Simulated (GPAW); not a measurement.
## WC (Qusongite): single point with r2SCAN+U

The system is WC (Qusongite).

```
W C
1.0
     2.90650    0.00000    0.00000
    -1.45325    2.51710    0.00000
     0.00000    0.00000    2.83660
W C
1 1
Direct
  0.00000 0.00000 0.00000
  0.66667 0.33333 0.50000
```

```json
{
  "Program": "GPAW 26.7.0",
  "Task": "single point",
  "Functional": "r2SCAN",
  "Potentials or basis": "GPAW PAW data sets (gpaw-data 1.2.1)",
  "Cutoff": "800 eV",
  "Basis": "pw",
  "k mesh": "9 × 9 × 8",
  "Occupations": "fermi-dirac, width 0.05 eV",
  "Spin": "no spin polarisation",
  "Hubbard terms": "W d U = 3 eV"
}
```

```json
{"Pressure": "4.3 GPa", "Band gap on the k mesh": "none (metal or under the smearing width)"}
```

Stress tensor (GPa, compression positive):
```
5.12 0.00 0.00
0.00 5.12 0.00
0.00 0.00 2.58
```

Levels at points of the mesh, in eV from the Fermi level:
| k point | band 7 | band 8 | band 9 | band 10 | band 11 | band 12 |
| --- | --- | --- | --- | --- | --- | --- |
| (0.00, 0.00, 0.00) | -3.47 | -3.47 | 0.06 | 3.67 | 3.67 | 5.98 |
| (0.00, 0.00, 0.50) | -1.98 | -1.98 | -0.54 | -0.54 | 3.74 | 4.96 |

Wall time 40 s on 1 thread of Arm Neoverse V2, with other jobs on the host, peak memory 0.31 GiB.

Caveat: the PAW data sets were made with another functional, which shifts forces and pressure a little; U without spin polarisation on a metal has little footing; the U is typed as a test and isn't derived for this compound. The run has no spin-orbit coupling, so splittings on W are missing.
